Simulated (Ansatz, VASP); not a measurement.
## SrO in VASP and in Ansatz

```xyz
2
Lattice="0.0000 2.4779 2.4779 2.4779 0.0000 2.4779 2.4779 2.4779 0.0000" Properties=species:S:1:pos:R:3 pbc="T T T"
Sr    0.0000    0.0000    0.0000
O     2.4779    2.4779    2.4779
```

Alike in both runs: task single point; functional PBE; k mesh 8 × 8 × 8; occupations gaussian, width 0.02 eV; no spin polarisation.

|  | VASP | Ansatz |
| --- | --- | --- |
| version | VASP 6.6.1 | Ansatz 0.2.0 |
| potentials or method | VASP PAW PBE potentials, release 64 (Sr_sv, O) | scalar-relativistic, plane waves, PAW |
| plane-wave cutoff (eV) | 520 | 420 |
| valence electrons in the cell | 16 | 16 |

VASP gave:

| Property | Result |
| --- | --- |
| gap on the k mesh at the Fermi level (eV) | 3.16 |
| least direct gap on the mesh (eV) | 3.16 |
| pressure (GPa) | 17.4 |

Question: Which values does Ansatz return?

Answer: gap on the k mesh at the Fermi level (eV): 3.21; least direct gap on the mesh (eV): 3.21; pressure (GPa): 16.4.

Caveats: so large a pressure means that the cell lies far from this level's equilibrium, or that cutoff or potentials fall short (VASP). A k mesh can miss the band edges.
